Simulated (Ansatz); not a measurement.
# ZrN (Fm-3m) in Ansatz: further runs

One crystal, ZrN, is run at these levels: PBE; tasks: single point.

Everything below comes from runs of Ansatz 0.2.0. Logs are shortened: lines on timing, memory, paths and dates and some standing lists are left out, and cuts for length are marked.

## (1) Starting point

It takes space group Fm-3m (No. 225, cubic). The conventional cell has a = 4.600 Å, b = 4.600 Å, c = 4.600 Å, α = 90.00°, β = 90.00°, γ = 90.00°. Zr (site symmetry m-3m) is surrounded by 6 N at 2.30 Å. N (site symmetry m-3m) is surrounded by 6 Zr at 2.30 Å.

## (2) Single point, PBE

input.yaml reads:

```yaml
crystal:
  lattice:
    - [0.0, 2.3, 2.3]
    - [2.3, 0.0, 2.3]
    - [2.3, 2.3, 0.0]
  atoms:
    - { symbol: Zr, position: [0.5, 0.5, 0.5] }
    - { symbol: "N", position: [0.0, 0.0, 0.0] }
kpoints:
  mp_grid: { grid: [7, 7, 7] }
scf:
  occupations: { method: fermi_dirac, width: 0.04 }
hamiltonian:
  xc: pbe
  pseudopotentials: { kind: all_electron, lapw: { basis_error: 0.003 } }
output:
  forces: true
  stress: true
  eigenvalues: true
```

Potentials or basis: all-electron LAPW, scalar-relativistic.

The run is started by

```sh
ansatz run input.yaml --threads 1 --pin off --max-ram 3072MiB --backend cpu --events-out ev --progress --plain --runs-dir out
```

What it wrote:

```text
Warning: RAYON_NUM_THREADS=1 ignored (pool sized by the plan → 1); use --threads N
LAPW: plane waves up to 8.057 Å⁻¹, error target 3.0e-3 eV per atom; small_component_spin mean_spin; N in spheres of 1.050 Å, 7 of its electrons in bands, Dirac shells []; Zr in spheres of 1.250 Å, 30 of its electrons in bands, Dirac shells [] (how accurate: hamiltonian.pseudopotentials.lapw.basis_error, Limitations)
Engine: ansatz 0.2.0, aarch64-unknown-linux-gnu
Pseudopotentials: kind: all_electron
Pseudopotential: Zr, LAPW, valence charge 30, lapw/all_electron/scalar/gaussian/Zr, Koelling and Harmon's equation, gaussian nucleus
Pseudopotential: N, LAPW, valence charge 7, lapw/all_electron/scalar/gaussian/N, Koelling and Harmon's equation, gaussian nucleus
Functional definition: PBE
  parameter kappa = 0.804
  parameter beta = 0.06672455060314922
  exchange = pbe_x(kappa = kappa, mu = beta*pi^2/3)
  correlation = pbe_c(beta = beta)
Crystal: 2 atoms, lattice volume = 24.334 Å³
Basis set: ecut = 247.30212389158078 eV, 181 PW (Γ), exchange–correlation at level 2
Bands: 23, of which v1, the nominal top of the filled ones, is band 19 counted from 1 (18 counted from 0)
Symmetry: 48 space group operations
Space group: Fm-3m (ITA 225), of the structure as read, at distance tolerance 2.9e-5 Å
k-points: 20 of 343
Non-local potential: Zr, projectors of the file, none
Non-local potential: N, projectors of the file, none
Initial density: superposition of atomic densities (chi_scale 0.1, normalization cell, long waves kept (reshape's long-wave potential 0.00 eV rms))
Initial wavefunctions: plane waves of lowest kinetic energy (no species holds an atomic orbital)
Functional: x = pbe(κ = 0.804, μ = 0.2195149727645171), c = pbe(β = 0.06672455060314922)
iter 1 solved again at ethr=1.19e-2 eV; its pass at ethr=1.00e-1 eV (dr2=4.42e0 eV) is discarded
SCF iter   1: F=—  HF=-99422.703090 eV  |F-HF|=—  |Δ(HF+E_count)|=         —  Δρ=1.16e-1  dr2=4.41e0  ethr=1.19e-2  ⟨swp⟩=2.0  Hψ=3059  notcnv=0
preconditioner: auto → Kerker (q_TF=auto, 2.926 Å⁻¹)  [metal: Δε(μ)=0.040 eV  Ē_g=19.412 eV  σ=0.040 eV  W_gap=0.24  n_scr=14 (ndim 8)  ℏωp=29.2 eV  f_vac=0.000  D(μ)=1.58/eV (n_scr^D=14)]
iter 2 solved again at ethr=1.40e-4 eV; its pass at ethr=1.19e-2 eV (dr2=5.19e-2 eV) is discarded
SCF iter   2: F=—  HF=-99420.802740 eV  |F-HF|=—  |Δ(HF+E_count)|=    1.90e0  Δρ=1.79e-2  dr2=5.17e-2  ethr=1.40e-4  ⟨swp⟩=2.1  Hψ=2302  notcnv=0  defer=1
preconditioner: auto → none  [insulator: Δε(μ)=0.205 eV  Ē_g=18.716 eV  σ=0.040 eV  W_gap=0.66  n_scr=14 (ndim 8)  ℏωp=29.2 eV  f_vac=0.000  D(μ)=0.66/eV (n_scr^D=0)  ε∞_Penn≈3.4]
SCF iter   3: F=—  HF=-99420.711098 eV  |F-HF|=—  |Δ(HF+E_count)|=   9.16e-2  Δρ=1.26e-2  dr2=4.86e-2  ethr=1.40e-4  ⟨swp⟩=2.9  Hψ=1508  notcnv=0
SCF iter   4: F=—  HF=-99420.703591 eV  |F-HF|=—  |Δ(HF+E_count)|=   7.51e-3  Δρ=4.92e-4  dr2=4.80e-5  ethr=1.31e-4  ⟨swp⟩=2.0  Hψ=1337  notcnv=0
SCF iter   5: F=—  HF=-99420.703495 eV  |F-HF|=—  |Δ(HF+E_count)|=   9.61e-5  Δρ=1.60e-4  dr2=5.04e-6  ethr=1.30e-7  ⟨swp⟩=3.0  Hψ=1473  notcnv=0
SCF iter   6: F=—  HF=-99420.703480 eV  |F-HF|=—  |Δ(HF+E_count)|=   1.43e-5  Δρ=6.10e-5  dr2=1.12e-6  ethr=1.36e-8  ⟨swp⟩=2.5  Hψ=1411  notcnv=0
SCF iter   7: F=-99420.703480 eV  HF=-99420.703480 eV  |F-HF|=5.89e-8  |Δ(HF+E_count)|=   1.96e-7  Δρ=8.46e-6  dr2=2.03e-8  ethr=3.02e-9  ⟨swp⟩=2.0  Hψ=1394  notcnv=0
SCF 1 converged in 7 iterations: F = -99420.703480 eV  dr2 = 2.03e-8
SCF converged after 7 iterations
Free energy (F): -99420.703480 eV
Harris-Foulkes:  -99420.703480 eV  (|F-HF|=5.89e-8)
Internal energy: -99420.699729 eV  (E = F + TS)
E sigma→0 (E₀):  -99420.701605 eV
Entropy (-TS):   -0.003751 eV (-1.876 meV/atom)
Fermi energy:    19.405846 eV
--- Per-component energies (eV) ---
  E_band       = -4736.618235
  E_kinetic    = 102638.713677
  E_xc         = -3300.100447
  E_electrostatic = -198759.312958  (all electrons and nuclei)
  E_smearing   = -0.003751  (= −TS)
  E_closure    = 0.000000  (closes the sum)
  E_atoms      = -99401.554055  (free atoms, spherical and without spin; not in F)
  Σ components = -99420.703480   (vs F -99420.703480, Δ=0.00e0)
  Basis errors (estimates in eV, not in F): energy 1.0e-3 per atom: plane waves 9.7e-4 (5.5e-4 summed), levels above the bands 3.5e-31, relativity 4.7e-8, radial functions 8.1e-5, core shells 8.6e-14; eigenvalues (radial functions only) 8.9e-6; not estimated: angular momenta, meshes, grids; target (lapw.basis_error) 3.0e-3; muffin-tin radii N 1.050 Å, Zr 1.250 Å
--- Forces (eV/Å), atoms counted from 1 ---
  atom   1  Zr     0.00000000    -0.00000000     0.00000000
  atom   2  N     -0.00000000     0.00000000     0.00000000
  max |Σ_I F_I| component: 4.27e-31 eV/Å
--- Stress (GPa, compression-positive) ---
       -0.610100       0.000000       0.000000
        0.000000      -0.610100       0.000000
        0.000000       0.000000      -0.610100
  P = ⅓ Tr σ = -0.6101 GPa (-6.101 kbar)
--- Band table (eV; the first three rows and the last of 20) ---
  k-point 0: bands = ["-380.1720", "-358.1724", "-293.0529", "-293.0529", "-293.0529", "-150.2142", "-150.2142", "-150.2109", "-150.2109", "-150.2109", "-30.3688", "-8.0026", "-8.0026", "-8.0026", "2.9890", "16.5808", "16.5808", "16.5808", "18.8401", "18.8401", "18.8401", "20.7964", "20.7964"]
  k-point 1: bands = ["-380.1720", "-358.1724", "-293.0529", "-293.0529", "-293.0529", "-150.2142", "-150.2142", "-150.2109", "-150.2109", "-150.2109", "-30.3437", "-8.2339", "-8.0201", "-8.0201", "3.3758", "15.1980", "15.6519", "15.6519", "19.2663", "19.3867", "19.3867", "22.0936", "22.0936"]
  k-point 2: bands = ["-380.1720", "-358.1724", "-293.0529", "-293.0529", "-293.0529", "-150.2142", "-150.2142", "-150.2109", "-150.2109", "-150.2109", "-30.2866", "-8.7161", "-8.0588", "-8.0588", "4.2600", "13.1591", "14.3924", "14.3924", "20.1384", "20.6691", "20.6691", "24.4924", "24.4924"]
  k-point 19: bands = ["-380.1720", "-358.1724", "-293.0529", "-293.0529", "-293.0529", "-150.2142", "-150.2142", "-150.2109", "-150.2109", "-150.2109", "-30.1929", "-8.6658", "-8.6518", "-8.3191", "4.1705", "13.6072", "14.4733", "14.4989", "19.6517", "21.0208", "23.4557", "23.9825", "25.2515"]
```

Run time: 4 s. Hardware: 1 thread of Arm Neoverse V1, shared host; peak memory 0.23 GiB.

What came out:

```
Free energy            : -99420.7035 eV
Pressure               : -0.6 GPa
Band gap on the k mesh : none (metal or under the smearing width)
```

Levels at points of the mesh, in eV from the Fermi level:
```csv
k point,band 15,band 16,band 17,band 18,band 19,band 20,band 21,band 22,band 23
"(0.00, 0.00, 0.00)",-16.42,-2.83,-2.83,-2.83,-0.57,-0.57,-0.57,1.39,1.39
```

Caveat: the k mesh is thin for a metal, which can move the energy by tens of meV per atom.

## (3) Single point, PBE

input.yaml reads:

```yaml
crystal:
  lattice:
    - [0.0, 2.3, 2.3]
    - [2.3, 0.0, 2.3]
    - [2.3, 2.3, 0.0]
  atoms:
    - { symbol: Zr, position: [0.5, 0.5, 0.5] }
    - { symbol: "N", position: [0.0, 0.0, 0.0] }
kpoints:
  mp_grid: { grid: [10, 10, 10] }
scf:
  occupations: { method: gaussian, width: 0.016 }
hamiltonian:
  xc: pbe
  pseudopotentials: { kind: all_electron, lapw: { basis_error: 0.001 } }
output:
  forces: true
  stress: true
  eigenvalues: true
```

Potentials or basis: all-electron LAPW, scalar-relativistic.

The run is started by

```sh
ansatz run input.yaml --threads 1 --pin off --max-ram 3072MiB --backend cpu --events-out ev --progress --plain --runs-dir out
```

Wall time 9.1 s (1 thread of Arm Neoverse V1, shared host); peak memory 0.29 GiB.

Results (log left out):

* Free energy: -99420.7143 eV
* Pressure: -0.8 GPa
* Band gap on the k mesh: none (metal or under the smearing width)

Levels at points of the mesh, in eV from the Fermi level:
| k point | band 16 | band 17 | band 18 | band 19 | band 20 | band 21 | band 22 | band 23 |
| --- | --- | --- | --- | --- | --- | --- | --- | --- |
| (0.00, 0.00, 0.00) | -2.69 | -2.69 | -2.69 | -0.43 | -0.43 | -0.43 | 1.53 | 1.53 |
| (0.00, 0.00, -0.50) | -7.65 | -5.68 | -5.68 | 2.94 | 3.01 | 3.01 | 4.67 | 7.57 |
| (0.00, -0.50, -0.50) | -4.61 | -3.47 | -3.20 | -3.20 | 3.29 | 4.43 | 4.43 | 4.82 |

## (4) Single point, PBE

Edit input.yaml of step 3 so:

```diff
@@ -11,3 +11,3 @@
 scf:
-  occupations: { method: gaussian, width: 0.016 }
+  occupations: { method: gaussian, width: 0.023 }
 hamiltonian:
```

The run is started by

```sh
ansatz run input.yaml --threads 1 --pin off --max-ram 3072MiB --backend cpu --events-out ev --progress --plain --runs-dir out
```

It took 8.9 s on 1 thread of Arm Neoverse V1, shared host; peak memory 0.29 GiB.

Results (log left out):

| Item | Value |
| --- | --- |
| Free energy | -99420.7145 eV |
| Pressure | -0.8 GPa |
| Band gap on the k mesh | none (metal or under the smearing width) |

Levels at points of the mesh, in eV from the Fermi level:
| k point | band 16 | band 17 | band 18 | band 19 | band 20 | band 21 | band 22 | band 23 |
| --- | --- | --- | --- | --- | --- | --- | --- | --- |
| (0.00, 0.00, 0.00) | -2.69 | -2.69 | -2.69 | -0.43 | -0.43 | -0.43 | 1.53 | 1.53 |
| (0.00, 0.00, -0.50) | -7.65 | -5.68 | -5.68 | 2.94 | 3.01 | 3.01 | 4.67 | 7.57 |
| (0.00, -0.50, -0.50) | -4.61 | -3.47 | -3.20 | -3.20 | 3.29 | 4.44 | 4.44 | 4.82 |

## (5) Single point, PBE

Edit input.yaml of step 4 so:

```diff
@@ -11,3 +11,3 @@
 scf:
-  occupations: { method: gaussian, width: 0.023 }
+  occupations: { method: gaussian, width: 0.027 }
 hamiltonian:
```

The run is started by

```sh
ansatz run input.yaml --threads 1 --pin off --max-ram 3072MiB --backend cpu --events-out ev --progress --plain --runs-dir out
```

Wall time 9.5 s (1 thread of Arm Neoverse V1, shared host); peak memory 0.29 GiB.

It converged, with:

| Item | Value |
| --- | --- |
| Free energy | -99420.7145 eV |
| Pressure | -0.8 GPa |
| Band gap on the k mesh | none (metal or under the smearing width) |

Levels at points of the mesh, in eV from the Fermi level:
```
             k point  band 15  band 16  band 17  band 18  band 19  band 20  band 21  band 22  band 23
  (0.00, 0.00, 0.00)   -16.28    -2.69    -2.69    -2.69    -0.43    -0.43    -0.43     1.53     1.53
 (0.00, 0.00, -0.50)   -14.12    -7.65    -5.68    -5.68     2.94     3.01     3.01     4.67     7.57
(0.00, -0.50, -0.50)   -15.74    -4.61    -3.47    -3.20    -3.20     3.29     4.44     4.44     4.82
```

## (6) Overview

| k mesh | cutoff (eV) | smearing | basis error allowed | gap on the mesh (eV) | pressure (GPa) |
| --- | --- | --- | --- | --- | --- |
| 7 × 7 × 7 | 247 | fermi-dirac 0.04 eV | 0.003 eV/atom | none | -0.6 |
| 10 × 10 × 10 | 281 | gaussian 0.016 eV | 0.001 eV/atom | none | -0.8 |
| 10 × 10 × 10 | 281 | gaussian 0.023 eV | 0.001 eV/atom | none | -0.8 |
| 10 × 10 × 10 | 281 | gaussian 0.027 eV | 0.001 eV/atom | none | -0.8 |

Alike in all rows: task single point; level PBE; potentials or basis all-electron LAPW, scalar-relativistic; no spin polarisation; cell as given.

Every run on the cell as given and a fine mesh finds a metal.

Caveats: the k mesh is thin for a metal, which can move the energy by tens of meV per atom (some runs).

Compare energies only between runs with the same functional and basis.
